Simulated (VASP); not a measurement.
Input of a VASP 6.6.1 run:

The input INCAR:

```
SYSTEM = ZrS
ALGO = Normal
EDIFF = 1E-6
ENCUT = 520
GGA = PS
ISIF = 2
ISMEAR = 0
LASPH = .True.
LCHARG = .False.
LREAL = .False.
LWAVE = .False.
NBANDS = 16
NELM = 60
PREC = Accurate
SIGMA = 0.15
```

File KPOINTS:

```
k-points
0
Gamma
  16 16 16
  0 0 0
```

File POSCAR:

```
ZrS
1.0
    0.0000000000      2.6250000000      2.6250000000
    2.6250000000      0.0000000000      2.6250000000
    2.6250000000      2.6250000000      0.0000000000
Zr S
1 1
Direct
    0.0000000000      0.0000000000      0.0000000000
    0.5000000000      0.5000000000      0.5000000000
```

Potentials or basis: VASP PAW PBE potentials, release 64 (Zr_sv, S).

Command:

```console
$ cat potpaw_PBE.64/Zr_sv/POTCAR potpaw_PBE.64/S/POTCAR > POTCAR
$ mpirun -np 1 vasp_std > vasp.out
```

Problem. Predict the pressure.

Solution. -6.3 GPa.

Problem. What does it give for the band gap on the k mesh?

Solution. None (metal or under the smearing width).

Caveat: the PAW data sets were made with another functional, which shifts forces and pressure a little.
